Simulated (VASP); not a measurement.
Runs of VASP 6.6.1 on Cu3Au (Auricupride). It takes space group Pm-3m (No. 221, cubic). Conventional cell: a = 3.740 Å, b = 3.740 Å, c = 3.740 Å, α = 90.00°, β = 90.00°, γ = 90.00°. Around Au (site symmetry m-3m) lie 12 Cu at 2.64 Å. Cu (site symmetry 4/mmm) has 4 Au at 2.64 Å and 8 Cu at 2.64 Å as nearest neighbours. 

```tsv
task	level	spin	k mesh	smearing	pressure (GPa)
band structure	SCAN	off	7 × 7 × 7	fermi-dirac 0.05 eV	-3.7
band structure	r2SCAN	SOC, no magnetisation	5 × 5 × 5	fermi-dirac 0.05 eV	-0.3
band structure	r2SCAN	off	7 × 7 × 7	fermi-dirac 0.05 eV	-0.2
single point	PBE	off	7 × 7 × 7	gaussian 0.012 eV	5.3
band structure	rSCAN	off	7 × 7 × 7	fermi-dirac 0.05 eV	-0.2
band structure	SCAN	SOC, no magnetisation	5 × 5 × 5	fermi-dirac 0.05 eV	(a)
```

Alike in all rows: potentials or basis VASP PAW PBE potentials, release 64 (Au, Cu); cell as given; cutoff (eV) 520.

Q: Fill in the values left out.

A: (a) -3.9.

Caveats: the PAW data sets were made with another functional, which shifts forces and pressure a little (some runs).
